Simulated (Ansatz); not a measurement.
# Sm (P6_3/mmc) in Ansatz: single point with LDA+U

Aim: the single point of Sm with LDA+U.

Everything below comes from runs of Ansatz 0.2.0. Logs are shortened: lines on timing, memory, paths and dates and some standing lists are left out, and cuts for length are marked.

## Step 1: The structure

It takes space group P6_3/mmc (No. 194, hexagonal). Conventional cell: a = 3.644 Å, b = 3.644 Å, c = 5.876 Å, α = 90.00°, β = 90.00°, γ = 120.00°. Sm (site symmetry -6m2) has 12 Sm at 3.61 to 3.64 Å as nearest neighbours.

This isn't the form of Sm at room conditions, which is rhombohedral.

## Step 2: Single point, LDA+U, collinear spin, ferrimagnetic start

run.py

```python
import json

import ase.io
import numpy as np

import ansatz as az

atoms = ase.io.read("POSCAR", format="vasp")
atoms.set_initial_magnetic_moments([5.0, -2.5])

calculation = (
    az.Crystal.from_ase(atoms)
    .calculation()
    .kpoints(8, 8, 5)
    .functional("lda")
    .pseudopotentials(kind="paw", partial_waves="polarizable")
    .hubbard(projectors="ortho-atomic", double_counting="fll")
    .hubbard("Sm", "f", u_eff=7.0)
    .spin("collinear")
    .occupations(method="fermi_dirac", width=0.1)
    .forces()
    .stress()
    .band_table(publish=True)
)
outcome = calculation.run(threads=2, events_out="events.jsonl")

report = outcome.report
for line in open("events.jsonl"):
    event = json.loads(line)
    if event["event"] == "scf_iter":
        d = event["data"]
        print(f"SCF {d['iter']:3d}  HF = {d['harris_foulkes_ev']:.6f} eV  dr2 = {d['dr2_ev']:.2e} eV")
    elif event["event"] in ("relax_step", "md_step"):
        d = event["data"]
        print(f"{event['event']} {d['step']:3d}  E = {d['lagrangian_ev']:.6f} eV")
np.set_printoptions(precision=5, suppress=True, linewidth=110)
print("converged:", report["converged"], "after", report["n_iterations"], "iterations")
print(f"free energy {report['free_energy_ev']:.6f} eV, Fermi level {report['fermi_energy_ev']:.4f} eV")
for key in ("band_edges_ev", "magnetization_mub", "site_moments_mub", "site_moments_nc_mub", "forces_ev_ang",
                "stress_gpa"):
    if report.get(key) is not None:
        print(key, np.array(report[key]), sep="\n")
```

POSCAR

```
Sm
1.0
    3.6440000000      0.0000000000      0.0000000000
   -1.8220000000      3.1557965714      0.0000000000
    0.0000000000      0.0000000000      5.8760000000
Sm
2
Direct
    0.6666666667      0.3333333333      0.7500000000
    0.3333333333      0.6666666667      0.2500000000
```

Potentials or basis: Ansatz PAW polarizable.

On the command line:

```
$ python run.py
```

Log:

```text
DeckWarning: basis.ecutwfc = 420 eV, auto-derived from the records' recommended cutoffs: set by Sm (normal level)
DeckWarning: the search for the orbital order before the SCF starts Sm (site 0, from 0) with 5.22 μB on its 4f shell, in the place of the 5.00 μB that the input gives it: the given moment's sign is kept, and its size can only select the number of f electrons. To start from spheres of the given moment, without the search, type scf.initial_density.shell_occupations: []
DeckWarning: the search for the orbital order before the SCF starts Sm (site 1, from 0) with -5.22 μB on its 4f shell, in the place of the -2.50 μB that the input gives it: the given moment's sign is kept, and its size can only select the number of f electrons. To start from spheres of the given moment, without the search, type scf.initial_density.shell_occupations: []
PlacementWarning: RAYON_NUM_THREADS=2 ignored (pool sized by the plan → 2); use plan(threads=…)
RunWarning: this result may not be the lowest state: the search that chose the orbital order of this run's first SCF moved to another number of f electrons and abandoned it, because its bands contained too little of the f shells or gave no occupation, or left another number unsearched (4, 4 electrons in the spin channel that it searched, by shell). In a fresh run directory, start the search at those numbers of electrons, with th [...]
SCF   1  HF = -16092.779354 eV  dr2 = 7.64e-01 eV
SCF   2  HF = -16092.903545 eV  dr2 = 3.90e-01 eV
SCF   3  HF = -16093.049859 eV  dr2 = 2.82e-02 eV
SCF   4  HF = -16093.077230 eV  dr2 = 4.00e-03 eV
SCF   5  HF = -16093.127581 eV  dr2 = 9.63e-03 eV
SCF   6  HF = -16093.166672 eV  dr2 = 1.64e-04 eV
SCF   7  HF = -16093.164013 eV  dr2 = 6.57e-05 eV
SCF   8  HF = -16091.070651 eV  dr2 = 4.13e+00 eV
SCF   9  HF = -16094.905509 eV  dr2 = 2.31e-01 eV
SCF  10  HF = -16094.981288 eV  dr2 = 7.07e-01 eV
SCF  11  HF = -16094.808558 eV  dr2 = 9.08e-02 eV
SCF  12  HF = -16094.977956 eV  dr2 = 1.68e-02 eV
SCF  13  HF = -16094.983562 eV  dr2 = 2.60e-03 eV
SCF  14  HF = -16094.986261 eV  dr2 = 5.82e-05 eV
SCF  15  HF = -16094.986491 eV  dr2 = 4.19e-06 eV
SCF   1  HF = -16095.000124 eV  dr2 = 8.78e-02 eV
SCF   2  HF = -16095.007744 eV  dr2 = 8.52e-04 eV
SCF   3  HF = -16095.007573 eV  dr2 = 3.64e-04 eV
SCF   4  HF = -16095.007535 eV  dr2 = 1.84e-04 eV
SCF   5  HF = -16095.007505 eV  dr2 = 1.01e-05 eV
SCF   6  HF = -16095.007503 eV  dr2 = 1.63e-06 eV
SCF   7  HF = -16095.007503 eV  dr2 = 3.99e-08 eV
SCF   8  HF = -16095.007503 eV  dr2 = 5.78e-09 eV
converged: True after 23 iterations
free energy -16095.007503 eV, Fermi level 11.3735 eV
magnetization_mub
-3.0261862633551573e-06
site_moments_mub
[ 6.04625 -6.04625]
forces_ev_ang
[[-0.00002  0.       0.     ]
 [ 0.00002  0.       0.     ]]
stress_gpa
[[ 2.76941 -0.10353  0.     ]
 [-0.10354  2.86064  0.     ]
 [ 0.       0.       4.41142]]
```

occupation_matrices:

```text
# The occupation matrices of the corrected shells as a run of Ansatz 0.0.0 ended. An entry of
# hamiltonian.hubbard.sites starts from them by `starting_ns: <path of this file>`, where that key's refused
# combinations let it.
# Free energy -16095.007503 eV.
[... 47 lines left out ...]
      - [0.0, 1.1292704205850342e-5, 0.9913615077160466, 0.0, 0.0, -0.0004376032589942735, 0.0006208938561186488]
      - [-0.0003185027550325097, 0.0, 0.0, 0.20210552496998144, -0.3980298213063415, 0.0, 0.0]
      - [-0.0003138301930104183, 0.0, 0.0, -0.3980298213063415, 0.7878856091486903, 0.0, 0.0]
      - [0.0, -0.00032130870310397, -0.0004376032589942735, 0.0, 0.0, 0.9910870503166687, -3.182580211211754e-7]
      - [0.0, -0.000858203190409663, 0.0006208938561186488, 0.0, 0.0, -3.182580211211754e-7, 0.982242308212539]
```

engine_input.yaml:

```text
crystal:
  lattice:
    - [3.644, 0.0, 0.0]
    - [-1.822, 3.1557965714, 0.0]
    - [0.0, 0.0, 5.876]
  atoms:
    - { symbol: Sm, position: [0.6666666667, 0.3333333333, 0.75], spin: 5.0 }
    - { symbol: Sm, position: [0.3333333333, 0.6666666667, 0.25], spin: -2.5 }
kpoints:
  mp_grid:
    grid: [8, 8, 5]
hamiltonian:
  xc: lda
  pseudopotentials:
    kind: paw
    partial_waves: polarizable
  hubbard:
    sites:
      - { species: Sm, l: f, u_eff: 7.0 }
    projectors: ortho-atomic
    double_counting: fll
magnetization:
  spin_polarized: true
scf:
  occupations:
    method: fermi_dirac
    width: 0.1
output:
  forces: true
  stress: true
  eigenvalues: true
```

Run time: 3.5 min. Hardware: 2 threads of Intel Xeon Platinum 8259CL at 2.50GHz (Skylake/Cascade Lake), shared host; peak memory 0.86 GiB.

Results:

| Item | Value |
| --- | --- |
| Free energy | -16095.0075 eV |
| Pressure | 3.3 GPa |
| Band gap on the k mesh | none (metal or under the smearing width) |
| Net moment | 0.00 μB per cell |
| Absolute moment | 12.37 μB per cell |
| Site moments | Sm +6.05, -6.05 μB |

Eigenvalues of the final occupation matrices:
```
  site  spin  trace                         eigenvalues
site 1     1   5.93  0.00 0.98 0.98 0.99 0.99 0.99 0.99
site 1     2   0.00  0.00 0.00 0.00 0.00 0.00 0.00 0.00
site 2     1   0.00  0.00 0.00 0.00 0.00 0.00 0.00 0.00
site 2     2   5.93  0.00 0.98 0.98 0.99 0.99 0.99 0.99
```

Caveat: the magnetic or orbital state may not be the lowest; spin-orbit coupling is left out, which moves the levels of the heavy elements.
